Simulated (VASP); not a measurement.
Al, 9 atoms in the cell. The cell holds a slab with vacuum, 9 atoms: a = 2.861 Å, b = 2.861 Å, c = 30.184 Å, α = 90.00°, β = 90.00°, γ = 90.00°. 

| Quantity | Value |
| --- | --- |
| Program | VASP 6.6.1 |
| Task | work function |
| Functional | PBE |
| Potentials or basis | VASP PAW PBE potentials, release 64 (Al) |
| Cutoff | 520 eV |
| k mesh | 16 × 16 × 1 |
| Occupations | gaussian, width 0.1 eV |
| Spin | no spin polarisation |
| Further INCAR settings | ALGO = Normal; EDIFF = 1e-06 |

Potentials or basis: VASP PAW PBE potentials, release 64 (Al).

Run with:

```console
$ cat potpaw_PBE.64/Al/POTCAR > POTCAR
$ mpirun -np 1 vasp_std > vasp.out
```

Hardware: 1 thread of Intel(R) Xeon(R) Platinum 8488C (Sapphire Rapids), on a shared host.

Question: How long does it take, and how much memory?

Answer: Wall time 2.7 min on 1 thread of Intel(R) Xeon(R) Platinum 8488C (Sapphire Rapids), on a shared host, peak memory 0.42 GiB. Counts: scf iterations 22, k points 45.
